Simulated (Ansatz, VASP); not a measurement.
**Ga2HN2 (armchair GaN ribbon N=8 H edges): VASP beside Ansatz**

Aim: how closely do two programs agree when they are given the same cell, functional and k mesh? The structure shown is the start of the Ansatz relaxation below; VASP solves that cell, so the two are compared at the walk's first step.

Method: plane waves, with VASP 6.6.1 beside it; single point at PBE, in Ansatz 0.2.0.

### 1. Starting point

The cell holds 20 atoms: 8 Ga, 8 N and 4 H. Cell: a = 20.865 Å, b = 7.000 Å, c = 5.550 Å, α = 90.0°, β = 90.0°, γ = 90.0°. Vacuum lies along a and b. The structure's axis is c.

As a file:

```xyz
20
Lattice="20.8650 0.0000 0.0000 0.0000 7.0000 0.0000 0.0000 0.0000 5.5500" Properties=species:S:1:pos:R:3
Ga    4.8250    3.5000    0.0000
Ga    8.0293    3.5000    0.0000
Ga   11.2336    3.5000    0.0000
Ga   14.4379    3.5000    0.0000
Ga    6.4271    3.5000    2.7750
Ga    9.6314    3.5000    2.7750
Ga   12.8357    3.5000    2.7750
Ga   16.0400    3.5000    2.7750
N     4.8250    3.5000    1.8500
N     8.0293    3.5000    1.8500
N    11.2336    3.5000    1.8500
N    14.4379    3.5000    1.8500
N     6.4271    3.5000    4.6250
N     9.6314    3.5000    4.6250
N    12.8357    3.5000    4.6250
N    16.0400    3.5000    4.6250
H    17.3650    3.5000    2.0100
H     3.9416    3.5000    2.3600
H     3.5000    3.5000    4.7850
H    16.9234    3.5000    5.1350
```

### 2. Ansatz: relaxation, PBE

Ansatz runs on its default PAW (the set named soft_2) files.

The two programs are compared at the cell with which this relaxation starts, whose forces are those of its first step.

The input, input.yaml:

```yaml
crystal:
  lattice:
    - [20.865, 0.0, 0.0]
    - [0.0, 7.0, 0.0]
    - [0.0, 0.0, 5.55]
  atoms:
    - { symbol: Ga, position: [0.231249407, 0.5, 0.0] }
    - { symbol: Ga, position: [0.384822088, 0.5, 0.0] }
    - { symbol: Ga, position: [0.538394769, 0.5, 0.0] }
    - { symbol: Ga, position: [0.69196745, 0.5, 0.0] }
    - { symbol: "N", position: [0.231249407, 0.5, 0.333333333] }
    - { symbol: "N", position: [0.384822088, 0.5, 0.333333333] }
    - { symbol: "N", position: [0.538394769, 0.5, 0.333333333] }
    - { symbol: "N", position: [0.69196745, 0.5, 0.333333333] }
    - { symbol: H, position: [0.83225817, 0.5, 0.362162162] }
    - { symbol: H, position: [0.188913154, 0.5, 0.425225225] }
    - { symbol: Ga, position: [0.308035747, 0.5, 0.5] }
    - { symbol: Ga, position: [0.461608428, 0.5, 0.5] }
    - { symbol: Ga, position: [0.61518111, 0.5, 0.5] }
    - { symbol: Ga, position: [0.768753791, 0.5, 0.5] }
    - { symbol: "N", position: [0.308035747, 0.5, 0.833333333] }
    - { symbol: "N", position: [0.461608428, 0.5, 0.833333333] }
    - { symbol: "N", position: [0.61518111, 0.5, 0.833333333] }
    - { symbol: "N", position: [0.768753791, 0.5, 0.833333333] }
    - { symbol: H, position: [0.167745028, 0.5, 0.862162162] }
    - { symbol: H, position: [0.811090044, 0.5, 0.925225225] }
kpoints:
  mp_grid: { grid: [1, 1, 15] }
scf:
  occupations: { method: fermi_dirac, width: 0.05 }
hamiltonian:
  xc: pbe
relax:
  cell: { fix: [a, b, alpha, beta, gamma] }
  max_steps: 45
  f_tol: 0.03
```

Run with:

```bash
$ ansatz run input.yaml --threads 4 --pin off --max-ram 16384MiB --backend cpu --events-out ev --progress --plain --runs-dir out
```

Numbers of over 12 decimals in the logs are rounded to 6 here.

Output:

```text
Engine: ansatz 0.2.0, aarch64-unknown-linux-gnu
Pseudopotentials: kind: paw
Pseudopotential: Ga, paw, valence charge 13, recommended cutoff 420 eV (normal), Ga.paw.azcp
Pseudopotential: N, paw, valence charge 5, recommended cutoff 420 eV (normal), N.paw.azcp
Pseudopotential: H, paw, valence charge 1, recommended cutoff 420 eV (normal), H.paw.azcp
Functional definition: PBE
  parameter kappa = 0.804
  parameter beta = 0.066725
  exchange = pbe_x(kappa = kappa, mu = beta*pi^2/3)
  correlation = pbe_c(beta = beta)
Crystal: 20 atoms, lattice volume = 810.605 Å³
Basis set: ecut = 420 eV, 15793 PW (Γ), exchange–correlation on 288×96×80 points (8 copies of the dense FFT grid, shifted against one another)
Bands: 94, of which v1, the nominal top of the filled ones, is band 74 counted from 1 (73 counted from 0)
Symmetry: 4 space group operations
Space group: Pmc21 (ITA 26), of the structure as read, at distance tolerance 9.3e-5 Å
k-points: 8 of 15 (time reversal used)
Non-local potential: Ga, projectors of the file, l = 0: 2, l = 1: 2, l = 2: 3, l = 3: 1
Non-local potential: N, projectors of the file, l = 0: 2, l = 1: 2, l = 2: 1
Non-local potential: H, projectors of the file, l = 0: 2, l = 1: 1
PAW form: soft (Blöchl's): semilocal exchange-correlation on the pseudo side does not see the compensation charge
PAW one-centre angular grid: Ga, 590 points (default); XC on 64 Gauss nodes
PAW one-centre angular grid: N, 110 points (default); XC on 64 Gauss nodes
PAW one-centre angular grid: H, 110 points (default); XC on 64 Gauss nodes
Initial density: superposition of atomic densities (neutral atoms: chi_scale 0, normalization atom), corrected by the library's trained network
Initial wavefunctions: pseudopotential atomic-orbital guess
Functional: x = pbe(κ = 0.804, μ = 0.219515), c = pbe(β = 0.066725)
SCF iter   1: F=—  HF=-33400.804045 eV  |F-HF|=—  |Δ(HF+E_count)|=         —  Δρ=2.21e-3  dr2=2.91e-2  ethr=1.77e-3  ⟨swp⟩=6.1  Hψ=3267  notcnv=0  defer=7
preconditioner: auto → Resta (q_TF=auto, 2.055 Å⁻¹)  ε∞=2.1  [insulator: Δε(μ)=2.435 eV  Ē_g=14.845 eV  σ=0.050 eV  W_gap=1.00  n_scr=110 (ndim 8)  ℏωp=15.9 eV  f_vac=0.622  D(μ)=0.00/eV (n_scr^D=0)  ε∞_Penn≈2.1  vacuum switching on, ρ_ref=1.6e-2 e/Å³]
SCF iter   2: F=—  HF=-33400.817791 eV  |F-HF|=—  |Δ(HF+E_count)|=   1.37e-2  Δρ=9.49e-4  dr2=5.92e-3  ethr=1.97e-5  ⟨swp⟩=2.0  Hψ=1175  notcnv=0  defer=113
SCF iter   3: F=—  HF=-33400.823265 eV  |F-HF|=—  |Δ(HF+E_count)|=   5.47e-3  Δρ=5.13e-4  dr2=1.62e-3  ethr=4.00e-6  ⟨swp⟩=2.0  Hψ=1028  notcnv=0  defer=113
SCF iter   4: F=—  HF=-33400.824016 eV  |F-HF|=—  |Δ(HF+E_count)|=   7.51e-4  Δρ=1.21e-4  dr2=1.38e-4  ethr=1.10e-6  ⟨swp⟩=2.1  Hψ=1271  notcnv=0  defer=113
SCF iter   5: F=—  HF=-33400.824016 eV  |F-HF|=—  |Δ(HF+E_count)|=   1.17e-7  Δρ=6.17e-5  dr2=3.34e-5  ethr=9.34e-8  ⟨swp⟩=2.1  Hψ=1216  notcnv=0  defer=113
SCF iter   6: F=—  HF=-33400.823996 eV  |F-HF|=—  |Δ(HF+E_count)|=   2.05e-5  Δρ=1.87e-5  dr2=2.52e-6  ethr=2.26e-8  ⟨swp⟩=2.0  Hψ=994  notcnv=0  defer=113
SCF iter   7: F=—  HF=-33400.824000 eV  |F-HF|=—  |Δ(HF+E_count)|=   4.39e-6  Δρ=6.58e-6  dr2=2.61e-7  ethr=1.70e-9  ⟨swp⟩=2.0  Hψ=1260  notcnv=0  defer=113
SCF iter   8: F=-33400.824001 eV  HF=-33400.824001 eV  |F-HF|=4.33e-8  |Δ(HF+E_count)|=   2.82e-7  Δρ=1.61e-6  dr2=1.53e-8  ethr=6.76e-11  ⟨swp⟩=4.8  Hψ=2568  notcnv=0
SCF 1 converged in 8 iterations: F = -33400.824001 eV  dr2 = 1.53e-8
  greatest PAW one-centre occupation: 0.996 electrons in one spin orbital (limit 2), on the Ga atom at site 13 (counted from 0), in its partial waves of l = 2
relax step   1: F+E_penalty+E_count = -33400.82400066 eV  Δ(F+E_penalty+E_count) = +0.000e0 eV  max|allowed force component| = 5.316e-1 eV/Å  Δτ_max = 0.0000 Å  P = +0.214 GPa  Ω = 810.605 Å³  fix = [a, b, alpha, beta, gamma]  reactions: a +0.203, b +0.221 GPa  (8 SCF iters, dr2 threshold 1.00e-7 eV, accepted)
[...]
relax step   3: F+E_penalty+E_count = -33400.91790301 eV  Δ(F+E_penalty+E_count) = -9.085e-3 eV  max|allowed force component| = 5.361e-2 eV/Å  Δτ_max = 0.0238 Å  P = +0.072 GPa  Ω = 813.320 Å³  energy of the carried Pulay correction = -1.995e-3 eV  fix = [a, b, alpha, beta, gamma]  reactions: a +0.023, b +0.219 GPa  (6 SCF iters, dr2 threshold 2.00e-6 eV, accepted)
[...]
relax step   4: F+E_penalty+E_count = -33400.91818428 eV  Δ(F+E_penalty+E_count) = -2.813e-4 eV  max|allowed force component| = 1.194e-2 eV/Å  Δτ_max = 0.0055 Å  P = +0.072 GPa  Ω = 813.497 Å³  energy of the carried Pulay correction = -2.124e-3 eV  fix = [a, b, alpha, beta, gamma]  reactions: a +0.000, b +0.218 GPa  (5 SCF iters, dr2 threshold 1.80e-7 eV, accepted)
[...]
relax step   5: F+E_penalty+E_count = -33400.92001768 eV  Δ(F+E_penalty+E_count) = -1.833e-3 eV  max|allowed force component| = 1.207e-2 eV/Å  Δτ_max = 0.0000 Å  P = +0.075 GPa  Ω = 813.497 Å³  fix = [a, b, alpha, beta, gamma]  reactions: a -0.003, b +0.231 GPa  stress off target by 1.57e-3 GPa on what of the cell is left free  SCF on the basis re-selected at this cell (its energy is not comparable with the rows above)  (7 SCF iters)
basis re-selected at this cell: Δ(F+E_penalty+E_count) = -1.833e-3 eV, ΔP = +0.003 GPa vs the last step (what re-selecting the basis moved, of the pressure what is left beyond the Pulay correction that the steps carried, after the strain that the cell walked since its last selection, with what the two solves' SCF thresholds leave and, on support functions, any second-order correction that the steps lacked; it is no m [...]
SCF converged after 7 iterations
Free energy (F): -33400.920018 eV
Harris-Foulkes:  -33400.920018 eV  (|F-HF|=7.28e-11)
Internal energy: -33400.920018 eV  (E = F + TS)
E sigma→0 (E₀):  -33400.920018 eV
Fermi energy:    -0.675126 eV
--- Per-component energies (eV) ---
  E_band       = -1703.141961
  E_kinetic    = 2012.121115
  E_local      = -57052.129459  (includes V_loc(G=0)·N_el)
  E_nonlocal   = 3785.981248
  E_hartree    = 27062.476101
  E_xc         = -1057.042570
  E_vxc        = -1104.832601  (∫ρ·V_xc dr)
  E_paw        = -16946.200527  (= ΣΔE_a)
  E_vpaw       = -3469.229178  (= ΣTr[D̂ρ^β])
  E_aug_tail   = -0.005319  (compensation charges beyond the density's cutoff)
  E_ewald      = 8793.879394
  E_smearing   = -0.000000  (= −TS)
  E_closure    = 0.000000  (closes the sum)
  Σ components = -33400.920018   (vs F -33400.920018, Δ=0.00e0)
--- Forces (eV/Å), atoms counted from 1 ---
  atom   1  Ga    -0.00685545     0.00000000    -0.00167253
  atom   2  Ga    -0.00414054     0.00000000     0.00109028
  atom   3  Ga    -0.00285986     0.00000000    -0.00091384
  atom   4  Ga     0.00134113    -0.00000000    -0.00365545
  atom   5  N     -0.00108024     0.00000000     0.01207328
  atom   6  N      0.00132133    -0.00000000     0.00074711
  atom   7  N      0.00057286    -0.00000000    -0.00016578
  atom   8  N     -0.00222367     0.00000000     0.00096253
  atom   9  H     -0.00137716     0.00000000     0.00043920
  atom  10  H      0.00687059    -0.00000000    -0.00890539
  atom  11  Ga    -0.00134113     0.00000000    -0.00365545
  atom  12  Ga     0.00285986    -0.00000000    -0.00091384
  atom  13  Ga     0.00414054    -0.00000000     0.00109028
  atom  14  Ga     0.00685545    -0.00000000    -0.00167253
  atom  15  N      0.00222367    -0.00000000     0.00096253
  atom  16  N     -0.00057286     0.00000000    -0.00016578
  atom  17  N     -0.00132133     0.00000000     0.00074711
  atom  18  N      0.00108024    -0.00000000     0.01207328
  atom  19  H      0.00137716    -0.00000000     0.00043920
  atom  20  H     -0.00687059     0.00000000    -0.00890539
  max |Σ_I F_I| component: 1.19e-6 eV/Å
--- Stress (GPa, compression-positive) ---
       -0.003398      -0.000000      -0.000000
       -0.000000       0.231393      -0.000000
       -0.000000      -0.000000      -0.001572
  P = ⅓ Tr σ = 0.0755 GPa (0.755 kbar)
--- Relaxed structure (4 steps of the walk, 4 accepted, 1 SCFs on fresh bases) ---
  F+E_penalty+E_count = -33400.92001768 eV   max|allowed force component| = 1.207e-2 eV/Å   (the final SCF, on the basis selected at the relaxed cell)
  cell:  # Å, volume = 813.4966 Å³
    - [20.865, 0.0, 0.0]
    - [0.0, 7.0, 0.0]
    - [0.0, 0.0, 5.569796]
  atoms:
    - { symbol: Ga, position: [0.229407, 0.500000, -0.0035363] }
    - { symbol: Ga, position: [0.384334, 0.500000, 0.0036948] }
    - { symbol: Ga, position: [0.538200, 0.500000, 0.0034292] }
    - { symbol: Ga, position: [0.691697, 0.500000, 0.00441688] }
    - { symbol: N, position: [0.234113, 0.500000, 0.325022] }
    - { symbol: N, position: [0.384927, 0.500000, 0.336601] }
    - { symbol: N, position: [0.538733, 0.500000, 0.336623] }
    - { symbol: N, position: [0.692787, 0.500000, 0.336957] }
    - { symbol: H, position: [0.835605, 0.500000, 0.359559] }
    - { symbol: H, position: [0.192064, 0.500000, 0.417954] }
    - { symbol: Ga, position: [0.308303, 0.500000, 0.504417] }
    - { symbol: Ga, position: [0.461800, 0.500000, 0.503429] }
    - { symbol: Ga, position: [0.615666, 0.500000, 0.503695] }
    - { symbol: Ga, position: [0.770593, 0.500000, 0.496464] }
    - { symbol: N, position: [0.307213, 0.500000, 0.836957] }
    - { symbol: N, position: [0.461267, 0.500000, 0.836623] }
    - { symbol: N, position: [0.615073, 0.500000, 0.836601] }
    - { symbol: N, position: [0.765887, 0.500000, 0.825022] }
    - { symbol: H, position: [0.164395, 0.500000, 0.859559] }
    - { symbol: H, position: [0.807936, 0.500000, 0.917954] }
```

(Part 1 of 2 ends here.)

[Lines on the potential files, build, host, timing and source positions are cut from VASP's logs without a mark.]

[Logs are printed without paths, hosts, clocks, repeated set-up lines and the standing remarks that a program may print on its own settings, such as how far it seeks lower states.]

[Hosts, paths, dates, database ids (printed as entryN), source tags and the programs' standing remarks are cut or masked in the printed files.]
